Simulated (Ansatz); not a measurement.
Born–Oppenheimer molecular dynamics of a periodic cell of 16 atoms, Na (start crystal Na, start structure bcc, volume 1.1 times the crystal's). It goes on from the last frame of an earlier run, with new velocities.

Method: DFT PBE, scalar-relativistic, plane waves, PAW (Ansatz). Settings: cutoff 420 eV, k mesh 1x1x1, fermi-dirac smearing 0.1 eV, no spin polarisation.

| Property | Result |
| --- | --- |
| ensemble | NVT, Langevin thermostat |
| time step | 3 fs |
| steps asked | 280 |
| set temperature | 720 K |
| friction | 0.02 /fs |
| temperature schedule | 210 steps to 300 K, then 70 steps to 300 K |
| seed | 717952 |

Frames 60 fs apart, positions in Å, forces in eV/Å.

Velocities at 30.0 fs (Å/ps):

```
Na -7.89 -1.92 6.68
Na -8.39 -3.73 -8.17
Na -5.75 6.92 8.23
Na 6.47 0.23 -0.38
Na -4.77 -0.04 7.72
Na 3.10 -7.51 -2.61
Na -7.51 0.14 -1.86
Na -3.73 -0.12 7.33
Na 0.10 -8.21 -4.08
Na 5.82 8.67 -6.47
Na -1.46 0.62 5.35
Na 4.85 -0.99 -6.95
Na -2.87 -1.09 4.35
Na 0.01 -8.28 8.11
Na -7.08 4.82 2.80
Na 2.46 -1.47 -2.61
```

```xyz
16
Lattice="8.7331 0.0000 0.0000 0.0000 8.7331 0.0000 0.0000 0.0000 8.7331" Properties=species:S:1:pos:R:3:forces:R:3 time_fs=30.0 energy_less_start_eV=-0.090 T=768
Na 1.218 0.232 0.512 -0.39 -0.30 0.11
Na 5.266 -0.539 -0.421 0.00 0.03 0.32
Na 0.100 4.069 0.008 -0.09 -0.17 0.17
Na 0.677 0.448 5.188 0.10 -0.39 -0.36
Na 3.573 1.475 2.522 -0.08 0.02 -0.03
Na 5.134 3.547 -0.709 -0.09 0.34 0.38
Na 4.862 -0.754 5.197 -0.15 0.13 -0.22
Na 6.992 1.936 2.262 0.07 -0.05 0.04
Na 0.867 4.070 4.191 -0.17 -0.28 0.22
Na 2.234 5.541 1.955 0.35 0.27 -0.10
Na 2.725 1.739 7.199 0.13 0.25 -0.27
Na 4.704 3.987 4.540 0.02 0.08 0.06
Na 6.779 6.604 2.765 0.14 -0.05 -0.17
Na 7.314 2.082 6.554 -0.06 -0.09 -0.07
Na 2.131 5.820 7.064 0.30 0.19 -0.14
Na 7.501 6.010 6.232 -0.09 0.03 0.05
16
Lattice="8.7331 0.0000 0.0000 0.0000 8.7331 0.0000 0.0000 0.0000 8.7331" Properties=species:S:1:pos:R:3:forces:R:3 time_fs=90.0 energy_less_start_eV=-0.207 T=523
Na 0.964 -0.379 0.785 -0.28 0.12 -0.11
Na 5.082 -0.788 -0.509 0.01 0.01 0.34
Na -0.251 4.356 0.308 0.09 -0.12 0.31
Na 0.859 0.255 4.864 -0.03 -0.24 -0.09
Na 3.126 1.451 2.622 0.14 0.00 -0.20
Na 5.122 3.374 -0.406 0.23 0.46 0.34
Na 4.662 -0.583 5.069 -0.05 0.07 -0.15
Na 6.771 1.993 2.576 0.15 -0.21 -0.08
Na 1.016 3.745 3.912 -0.22 -0.02 0.26
Na 2.540 5.774 2.003 0.29 0.07 -0.01
Na 2.876 2.006 7.433 -0.53 -0.23 -0.29
Na 4.814 3.940 4.308 -0.09 0.11 0.25
Na 6.795 6.587 2.849 0.12 -0.02 -0.12
Na 7.527 1.922 6.827 0.00 -0.11 -0.10
Na 1.780 6.028 7.064 0.44 0.01 -0.14
Na 7.435 5.701 6.354 -0.27 0.10 -0.20
16
Lattice="8.7331 0.0000 0.0000 0.0000 8.7331 0.0000 0.0000 0.0000 8.7331" Properties=species:S:1:pos:R:3:forces:R:3 time_fs=150.0 energy_less_start_eV=-0.336 T=561
Na 0.840 -0.870 1.077 -0.26 0.41 -0.43
Na 5.170 -0.819 -0.153 -0.07 0.03 0.07
Na -0.403 4.458 0.439 0.19 -0.25 0.29
Na 0.845 -0.307 4.422 -0.03 -0.02 0.16
Na 2.860 1.553 2.290 0.14 -0.09 -0.27
Na 5.131 3.423 -0.269 -0.08 0.12 0.16
Na 4.598 -0.471 4.696 -0.02 0.00 0.05
Na 6.824 1.833 2.505 0.08 -0.19 -0.07
Na 0.892 3.387 3.970 -0.27 0.08 0.30
Na 2.319 5.624 2.194 0.41 -0.09 0.07
Na 2.433 2.165 7.238 -0.07 -0.16 -0.09
Na 4.507 3.688 4.164 0.12 0.15 0.26
Na 7.117 6.449 2.918 -0.11 -0.12 0.05
Na 7.783 1.696 6.970 -0.13 -0.09 -0.06
Na 1.806 5.865 6.978 0.30 0.02 -0.10
Na 7.229 5.475 6.595 -0.20 0.19 -0.40
16
Lattice="8.7331 0.0000 0.0000 0.0000 8.7331 0.0000 0.0000 0.0000 8.7331" Properties=species:S:1:pos:R:3:forces:R:3 time_fs=210.0 energy_less_start_eV=-0.333 T=632
Na 0.847 -0.700 1.000 -0.11 0.02 -0.12
Na 5.220 -0.335 0.119 -0.15 -0.20 0.02
Na -0.328 4.453 0.423 0.13 -0.07 0.14
Na 0.871 -0.610 4.374 -0.04 0.16 0.21
Na 2.971 1.556 2.271 0.02 0.11 -0.20
Na 5.008 3.499 -0.035 -0.02 0.13 0.06
Na 4.503 -0.579 4.049 -0.02 -0.07 0.28
Na 6.826 1.663 2.507 0.09 -0.06 -0.03
Na 0.774 3.272 3.768 -0.28 -0.06 0.38
Na 2.483 5.462 2.596 0.23 0.23 -0.23
Na 2.259 2.143 7.133 0.10 -0.08 -0.08
Na 4.773 3.737 4.528 -0.12 -0.10 0.05
Na 7.035 6.281 3.210 0.04 -0.10 -0.38
Na 7.831 1.365 7.481 -0.14 0.03 -0.21
Na 2.037 6.071 7.100 0.16 -0.05 -0.10
Na 7.015 5.357 6.222 0.11 0.10 0.22
16
Lattice="8.7331 0.0000 0.0000 0.0000 8.7331 0.0000 0.0000 0.0000 8.7331" Properties=species:S:1:pos:R:3:forces:R:3 time_fs=270.0 energy_less_start_eV=-0.203 T=683
Na 0.784 -0.561 0.512 -0.04 -0.08 0.33
Na 4.922 -0.011 0.016 -0.24 -0.28 0.03
Na -0.136 4.514 0.378 0.14 -0.10 0.12
Na 0.381 -0.473 4.365 0.20 0.20 0.15
Na 3.194 1.831 2.514 -0.26 0.04 -0.16
Na 4.829 3.874 -0.022 0.02 0.05 0.10
Na 4.710 -0.612 4.022 -0.06 -0.06 0.37
Na 6.662 1.470 2.516 0.21 0.19 -0.08
Na 0.467 3.169 4.147 -0.01 0.08 0.13
Na 2.853 5.520 3.067 -0.16 0.09 -0.23
Na 2.115 1.835 7.244 0.14 0.04 -0.14
Na 4.679 3.650 5.077 -0.03 -0.19 0.01
Na 7.211 6.096 3.292 -0.12 -0.17 -0.66
Na 7.486 1.357 7.531 -0.04 0.21 -0.34
Na 2.210 6.523 6.834 0.14 -0.18 -0.13
Na 7.074 5.420 6.106 0.11 0.15 0.50
16
Lattice="8.7331 0.0000 0.0000 0.0000 8.7331 0.0000 0.0000 0.0000 8.7331" Properties=species:S:1:pos:R:3:forces:R:3 time_fs=330.0 energy_less_start_eV=-0.359 T=375
Na 0.604 -0.725 0.303 -0.06 0.12 0.22
Na 4.415 -0.120 0.117 0.16 -0.28 -0.01
Na 0.219 4.741 0.529 0.21 -0.37 -0.08
Na 0.480 -0.354 4.348 -0.05 0.09 -0.05
Na 3.219 1.974 2.296 -0.31 0.04 0.13
Na 4.884 4.067 0.121 -0.02 0.09 0.03
Na 5.041 -0.631 4.320 -0.07 0.13 0.28
Na 6.828 1.393 2.344 0.05 0.14 -0.02
Na 0.034 3.284 4.570 0.26 -0.07 -0.13
Na 2.924 5.706 3.426 -0.18 -0.06 -0.36
Na 2.247 1.479 6.925 -0.03 0.19 -0.03
Na 4.537 3.488 5.288 0.15 -0.06 -0.05
Na 7.200 6.079 2.805 -0.16 -0.03 -0.07
Na 7.224 1.722 7.684 -0.01 0.04 -0.28
Na 2.200 6.704 6.497 0.17 -0.29 0.13
Na 7.254 5.474 6.142 -0.12 0.32 0.28
16
Lattice="8.7331 0.0000 0.0000 0.0000 8.7331 0.0000 0.0000 0.0000 8.7331" Properties=species:S:1:pos:R:3:forces:R:3 time_fs=390.0 energy_less_start_eV=-0.241 T=358
Na 0.163 -0.801 0.316 0.10 0.03 0.07
Na 4.327 -0.135 -0.007 0.31 -0.20 0.15
Na -0.027 4.247 0.601 0.29 -0.08 -0.03
Na 0.531 0.044 4.468 0.00 -0.37 -0.09
Na 3.062 2.148 2.098 -0.23 -0.04 0.10
Na 5.042 4.137 0.017 -0.08 0.03 0.02
Na 5.248 -0.636 4.514 -0.20 0.15 0.23
Na 7.000 1.348 2.430 -0.23 0.10 -0.27
Na -0.155 3.034 4.580 0.22 0.36 -0.05
Na 2.584 5.796 3.308 -0.09 0.00 -0.21
Na 2.352 1.482 6.880 -0.14 0.24 0.09
Na 4.332 3.393 5.130 0.23 0.07 -0.06
Na 6.918 6.164 2.455 -0.08 -0.05 0.11
Na 7.348 1.808 7.596 -0.16 -0.10 -0.24
Na 2.229 6.898 6.617 0.10 -0.39 0.01
Na 7.237 5.482 6.093 -0.04 0.24 0.18
16
Lattice="8.7331 0.0000 0.0000 0.0000 8.7331 0.0000 0.0000 0.0000 8.7331" Properties=species:S:1:pos:R:3:forces:R:3 time_fs=450.0 energy_less_start_eV=-0.322 T=365
Na -0.136 -0.759 0.275 0.24 -0.10 -0.03
Na 4.524 -0.096 -0.030 0.22 -0.26 0.02
Na -0.020 3.944 0.455 0.29 0.13 0.19
Na 0.485 -0.033 4.565 -0.08 -0.24 -0.05
Na 3.025 1.747 2.093 -0.23 0.08 0.14
Na 5.160 4.195 0.077 -0.30 -0.09 0.12
Na 5.191 -0.687 4.826 -0.14 0.20 0.15
Na 7.036 1.253 2.333 -0.28 0.14 -0.05
Na -0.123 3.134 4.415 0.14 0.31 0.07
Na 2.510 5.834 3.195 -0.02 0.01 -0.15
Na 2.249 1.560 6.985 -0.12 0.18 0.11
Na 4.243 3.312 5.064 0.21 0.10 -0.05
Na 6.475 6.465 2.288 0.06 -0.21 0.07
Na 7.141 1.752 7.565 -0.11 -0.08 -0.42
Na 2.264 6.960 6.758 0.07 -0.40 0.01
Na 7.091 5.478 6.566 0.06 0.23 -0.12
16
Lattice="8.7331 0.0000 0.0000 0.0000 8.7331 0.0000 0.0000 0.0000 8.7331" Properties=species:S:1:pos:R:3:forces:R:3 time_fs=510.0 energy_less_start_eV=-0.780 T=382
Na -0.022 -1.052 0.395 0.17 0.20 0.03
Na 4.678 -0.166 -0.252 0.02 -0.03 0.16
Na 0.215 4.023 0.693 0.02 -0.02 -0.02
Na 0.408 -0.564 4.644 -0.17 0.11 -0.10
Na 3.067 1.550 2.425 -0.17 -0.06 -0.04
Na 4.973 3.957 0.086 -0.17 -0.09 0.03
Na 5.075 -0.646 5.147 -0.07 0.13 -0.23
Na 6.842 1.211 2.136 -0.02 0.17 0.15
Na 0.382 3.302 4.427 -0.10 0.16 -0.09
Na 2.559 5.885 2.946 0.05 0.03 -0.10
Na 2.020 1.995 6.933 0.15 -0.17 0.16
Na 4.464 3.479 4.898 0.16 0.11 0.03
Na 6.225 6.388 2.162 0.03 -0.10 0.18
Na 7.172 1.719 7.096 0.01 -0.01 -0.08
Na 2.350 6.844 6.923 0.04 -0.35 0.00
Na 6.982 5.888 6.866 0.06 -0.07 -0.09
16
Lattice="8.7331 0.0000 0.0000 0.0000 8.7331 0.0000 0.0000 0.0000 8.7331" Properties=species:S:1:pos:R:3:forces:R:3 time_fs=570.0 energy_less_start_eV=-0.786 T=372
Na 0.120 -0.923 0.663 0.15 0.10 -0.08
Na 4.396 -0.456 -0.441 0.23 0.20 0.50
Na 0.218 3.958 0.741 0.01 0.05 -0.08
Na 0.142 -0.995 4.247 -0.07 0.19 0.12
Na 2.916 1.476 2.569 -0.02 -0.13 -0.15
Na 4.550 3.846 -0.092 0.03 -0.01 0.07
Na 5.016 -0.471 5.198 -0.11 0.01 -0.38
Na 6.760 1.392 2.003 -0.10 0.05 0.12
Na 0.600 3.238 4.158 -0.20 0.16 0.11
Na 2.595 5.921 2.924 0.09 0.01 -0.17
Na 1.922 1.950 7.030 0.14 -0.15 0.00
Na 4.692 3.699 4.660 0.06 0.00 0.11
Na 6.186 6.200 2.315 0.04 -0.04 -0.01
Na 7.188 1.576 6.768 -0.02 0.05 0.08
Na 2.360 6.535 6.977 -0.23 -0.35 -0.21
Na 7.032 6.065 6.930 0.01 -0.13 -0.02
16
Lattice="8.7331 0.0000 0.0000 0.0000 8.7331 0.0000 0.0000 0.0000 8.7331" Properties=species:S:1:pos:R:3:forces:R:3 time_fs=630.0 energy_less_start_eV=-0.746 T=230
Na 0.444 -0.798 0.984 -0.07 -0.05 -0.37
Na 4.361 -0.439 -0.282 0.18 0.00 0.29
Na 0.410 4.214 0.704 -0.11 -0.13 -0.14
Na 0.343 -0.938 4.195 -0.13 0.13 0.31
Na 2.596 1.267 2.425 0.16 0.02 0.00
Na 4.162 3.689 0.345 0.13 0.02 -0.03
Na 4.593 -0.411 5.175 0.00 -0.04 -0.25
Na 6.756 1.376 2.141 -0.06 0.09 0.07
Na 0.745 3.477 3.927 -0.28 -0.03 0.36
Na 2.553 5.808 2.859 0.22 0.24 -0.19
Na 1.907 1.585 7.149 0.05 0.02 -0.10
Na 4.739 4.036 4.526 0.01 -0.22 0.17
Na 6.202 6.129 2.304 0.13 0.06 -0.04
Na 7.262 1.710 6.526 -0.12 0.00 0.07
Na 2.224 6.174 7.052 -0.03 -0.12 -0.16
Na 7.170 5.965 6.870 -0.07 0.00 0.01
16
Lattice="8.7331 0.0000 0.0000 0.0000 8.7331 0.0000 0.0000 0.0000 8.7331" Properties=species:S:1:pos:R:3:forces:R:3 time_fs=690.0 energy_less_start_eV=-0.742 T=384
Na 0.304 -0.793 0.970 0.02 0.02 -0.20
Na 4.514 -0.342 -0.162 0.04 -0.03 0.12
Na 0.753 4.255 0.501 -0.31 -0.22 0.08
Na 0.409 -0.907 4.674 -0.08 0.12 -0.08
Na 2.579 1.265 2.566 0.07 -0.05 0.01
Na 4.023 3.420 0.468 0.25 0.09 -0.10
Na 4.511 -0.542 5.136 0.04 -0.02 -0.16
Na 6.532 1.239 2.179 0.04 0.13 0.15
Na 0.571 3.271 4.235 -0.13 0.23 -0.01
Na 2.588 5.804 2.780 0.06 0.21 -0.06
Na 1.684 1.642 7.018 0.30 -0.12 0.05
Na 4.699 4.074 4.586 0.02 -0.18 0.14
Na 6.403 5.934 2.113 0.03 0.01 0.05
Na 7.246 1.843 6.497 -0.29 -0.06 0.13
Na 2.293 6.237 7.155 0.07 -0.09 -0.14
Na 7.293 5.852 6.926 -0.13 -0.01 0.01
```

Of the whole run (840 fs, mean temperature of the second half 346 K): The schedule's set-point averaged 335 K over the second half and the system 346 K. A run of 0.84 ps of so small a system gives no equilibrium averages. Limits of this set-up: coarse k mesh.

The run took 12 min on 1 thread of Arm Neoverse V2, on a shared host, peak memory 0.52 GiB.
